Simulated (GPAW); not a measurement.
ZnS (Wurtzite-2H):

```
CELL_PARAMETERS angstrom
3.81100 0.00000 0.00000
-1.90550 3.30042 0.00000
0.00000 0.00000 6.23400
ATOMIC_POSITIONS crystal
Zn 0.66667 0.33333 0.50000
Zn 0.33333 0.66667 0.00000
S 0.66667 0.33333 0.88500
S 0.33333 0.66667 0.38500
```

```yaml
Program: GPAW 26.7.0
Task: relaxation of cell and atoms
Functional: PBE
Dispersion: D3(BJ)
Potentials_or_basis: GPAW PAW data sets (gpaw-data 1.2.1)
Cutoff: 600 eV
Basis: pw
k_mesh: 6 × 6 × 3
Occupations: fermi-dirac, width 0.05 eV
Spin: no spin polarisation
```

At the start: pressure -0.4 GPa; volume 19.60 Å³/atom.

**Question.** Where does the relaxation end?

**Answer.** Over 8 steps the energy falls by 5.9 meV/atom and the volume is 19.45 Å³/atom (-0.8 %); space group P6_3mc (No. 186, to 0.05 Å).

Step by step:
```csv
step,energy change (eV),largest force (eV/Å),pressure (GPa),volume (Å³)
1,0.0000,0.3327,-0.39,78.41
2,-0.0065,0.2853,-0.40,78.37
3,-0.0215,0.0507,-0.24,78.09
4,-0.0222,0.0155,-0.26,78.11
5,-0.0223,0.0138,-0.23,78.08
6,-0.0233,0.0055,0.19,77.63
7,-0.0233,0.0057,0.18,77.64
8,-0.0236,0.0014,0.01,77.81
```

Final structure:
```xyz
4
Lattice="3.7955 0.0000 0.0000 -1.8978 3.2870 0.0000 0.0000 0.0000 6.2365" Properties=species:S:1:pos:R:3 pbc="T T T"
Zn    1.8978    1.0957    3.1531
Zn    0.0000    2.1913    0.0349
S     1.8978    1.0957    5.4845
S     0.0000    2.1913    2.3662
```

Caveat: later steps reuse the first step's grids.
